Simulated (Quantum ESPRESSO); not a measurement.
# Pb under changes of volume

One of the cells (30.323 Å³/atom); the others are scaled copies at fixed shape and fractional positions:

```
CELL_PARAMETERS angstrom
0.00000 2.47502 2.47502
2.47502 0.00000 2.47502
2.47502 2.47502 0.00000
ATOMIC_POSITIONS crystal
Pb 0.00000 0.00000 0.00000
```

```yaml
Program: Quantum ESPRESSO 7.5
Functional: PBEsol
Potentials_or_basis: PseudoDojo 0.4.1 SR PBEsol standard
Cutoff: 762 eV
Density_cutoff: 3048 eV
k_mesh: 9 × 9 × 9
Occupations: fermi-dirac, width 0.05 eV
Spin: no spin polarisation
```

| volume (Å³/atom) | energy over the lowest point (meV/atom) | pressure (GPa) |
| --- | --- | --- |
| 28.503 | 11.77 | 2.8 |
| 29.110 | 3.61 | 1.5 |
| 29.716 | 0.00 | 0.4 |
| 30.323 | 0.44 | -0.6 |
| 30.929 | ? | ? |
| 31.535 | 11.44 | -2.2 |
| 32.142 | 21.07 | -2.9 |

Question: What does the run at 30.929 Å³/atom give?

Answer: Energy over the lowest point 4.42 meV/atom; pressure -1.5 GPa.

Worked out: A Birch-Murnaghan fit of order 3 (a polynomial in V^(-2/3)) to the other rows has its minimum at 29.94 Å³/atom with B0 = V·E''(V) = 50 GPa and B' = 5.8. It gives 4.41 meV/atom at 30.929 Å³/atom, against the run's 4.42, and -dE/dV = -1.5 GPa, against -1.5.

Energies are extrapolated to zero smearing.
